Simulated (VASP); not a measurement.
Runs of VASP 6.6.1 on S. All rows change the cell; the cell of one of them follows. It takes space group Fm-3m (No. 225, cubic). Conventional cell: a = 3.869 Å, b = 3.869 Å, c = 3.869 Å, α = 90.00°, β = 90.00°, γ = 90.00°. S (site symmetry m-3m) has 12 S at 2.74 Å as nearest neighbours. This isn't the form of S at room conditions, which is orthorhombic, of S8 rings.

| cell | gap on the mesh (eV) | pressure (GPa) |
| --- | --- | --- |
| strain -0.030 along x and y, -0.030 along z, atoms carried along | none | 3.9 |
| strain +0.030 along x and y, +0.000 along z, atoms carried along | none | -7.7 |
| strain -0.015 along x and y, +0.000 along z, atoms carried along | none | -1.7 |
| strain -0.030 along x and y, +0.030 along z, atoms carried along | none | (a) |

Alike in all rows: task single point; level PBE+D3(BJ); potentials or basis VASP PAW PBE potentials, release 64 (S); no spin polarisation; k mesh 20 × 20 × 20; cutoff (eV) 520; smearing gaussian 0.15 eV.

Q: Estimate the missing entries.

A: (a) -1.6.

Caveats: pairwise dispersion overbinds metals, which lowers pressure and volume.

A gap of «none» marks a metal or a gap under the smearing width.
